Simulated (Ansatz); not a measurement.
**CsCl (Pm-3m): from strained cells to moduli**

```yaml
crystal:
  lattice:
    - [3.96923, 0.00000, 0.00000]
    - [0.00000, 3.96923, 0.00000]
    - [0.00000, 0.00000, 3.96923]
  atoms:
    - { symbol: Cs, position: [0.00000, 0.00000, 0.00000] }
    - { symbol: Cl, position: [0.50000, 0.50000, 0.50000] }
```

Computed, not measured; unless marked otherwise by LDA, all-electron LAPW in Ansatz 0.2.0, scalar-relativistic. k mesh 6×6×6, fixed occupations, basis error target 1 meV/atom. The cell was relaxed by PAW under this functional, which moved its volume by -11 % from the database entry's.

The cell is cubic and carries a residual pressure of 0.01 GPa at this level. Each strain component that symmetry leaves independent is applied at ±0.005, the ions relax wherever a strain frees them, and the stress (tension positive, GPa) is read. Shears are engineering strains, γ = 2ε.

```json
{"strain": "xx", "size": "-0.005", "σxx": "-0.2352", "σyy": "-0.0866", "σzz": "-0.0866", "σyz": "0.0000", "σxz": "0.0000", "σxy": "0.0000"}
{"strain": "xx", "size": "+0.005", "σxx": "0.2100", "σyy": "0.0640", "σzz": "0.0640", "σyz": "0.0000", "σxz": "0.0000", "σxy": "0.0000"}
{"strain": "yz", "size": "-0.005", "σxx": "-0.0111", "σyy": "-0.0109", "σzz": "-0.0109", "σyz": "-0.0694", "σxz": "0.0000", "σxy": "0.0000"}
{"strain": "yz", "size": "+0.005", "σxx": "-0.0111", "σyy": "-0.0109", "σzz": "-0.0109", "σyz": "0.0694", "σxz": "0.0000", "σxy": "0.0000"}
```

A central difference gives one constant, for example C11 ≈ (0.2100 − (-0.2352))/(0.01) = 44.5 GPa; the program then imposes the crystal's symmetry on the whole matrix.

Q: What are the independent elastic constants?

A: C11 = 44.5, C12 = 15.1, C44 = 13.9 GPa.

Q: Do they meet the Born conditions?

A: C11 − C12 = 29.5, C11 + 2C12 = 74.6 and C44 = 13.9 GPa must all be positive, so the crystal is elastically stable; that says nothing yet of its phonons.

Q: What moduli does a random aggregate of grains have?

A: B = (C11 + 2C12)/3 = 24.9 GPa. G_V = (C11 − C12 + 3C44)/5 = 14.2 and G_R = 5(C11 − C12)C44/(4C44 + 3(C11 − C12)) = 14.2, so G_H = 14.2 GPa. Then E = 9BG/(3B + G) = 35.8 GPa, ν = (3B − 2G)/(6B + 2G) = 0.260 and B/G = 1.75, on the ductile side of Pugh's 1.75 (a rule of thumb, made for metals; it doesn't predict ductility here).

Q: With the density of 4.471 g/cm³, how fast does sound travel, and what Debye temperature follows?

A: 

```
direction  slow (m/s)  middle (m/s)  fast (m/s)
    [100]        1762          1762        3156
    [110]        1762          1815        3125
    [111]        1797          1797        3115
```

The mean of v⁻³ over directions and branches gives v_m = 1982 m/s and θ_D = (ħ/k_B) v_m (6π²n)^(1/3) = 187 K, n being atoms per volume. Young's modulus spans 35 to 37 GPa over directions, and the universal anisotropy index is 0.00.

Q: How far do the constants move if PAW replaces LAPW in the same cell?

A: 

```csv
constant,LAPW (GPa),PAW (GPa),difference
C11,44.5,44.5,0.0
C12,15.1,15.1,0.0
C44,13.9,13.8,-0.1
```

Q: How do the constants change if the ions are clamped to the homogeneous strain?

A: None moves by more than 0.3 GPa: by symmetry a homogeneous strain puts no force on these sites.

Q: What happens at 5 GPa (cell relaxed there)?

A: The volume falls to 0.8693 of its value, and C11 = 70.4, C12 = 37.5, C44 = 30.5 GPa (slopes of the stress), in this structure whether or not another phase takes over.

Known limits: the frozen-core PAW files of the compared runs were fitted under PBE, their cores solved anew for this functional.
